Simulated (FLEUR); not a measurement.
## CdSe under changes of volume

One of the cells (28.942 Å³/atom); the others are scaled copies at fixed shape and fractional positions:

```
Cd Se
1.0
     0.00000    3.07027    3.07027
     3.07027    0.00000    3.07027
     3.07027    3.07027    0.00000
Cd Se
1 1
Direct
  0.00000 0.00000 0.00000
  0.25000 0.25000 0.25000
```

Measurements of this composition are mostly on another form, of space group No. 186.

```yaml
Program: FLEUR MaX-R8.1 (later development tree)
Functional: revPBE
Potentials_or_basis: all-electron
Basis: FLAPW
Kmax: 4.73 1/bohr
k_mesh: 8 × 8 × 8
Occupations: fermi-dirac, width 0.05 eV
Spin: no spin polarisation
```

```tsv
volume (Å³/atom)	energy over the lowest point (meV/atom)	gap on the mesh (eV)
27.206	?	?
27.784	41.64	0.77
28.942	13.88	0.68
30.100	1.45	0.60
30.679	0.00	0.56
```

Q: What does the run at 27.206 Å³/atom give?

A: Energy over the lowest point 62.37 meV/atom; gap on the mesh 0.81 eV.

Worked out: A Birch-Murnaghan fit of order 2 (a polynomial in V^(-2/3)) to the other rows has its minimum at 30.66 Å³/atom with B0 = V·E''(V) = 42 GPa. It gives 62.16 meV/atom at 27.206 Å³/atom, against the run's 62.37. A straight line through the other rows of the gap, of slope -2.11 eV per unit of ln V (its deformation potential), extrapolates to 0.81 eV, against the run's 0.81.

Energies are extrapolated to zero smearing.

Spin-orbit coupling on Cd, Se is left out.
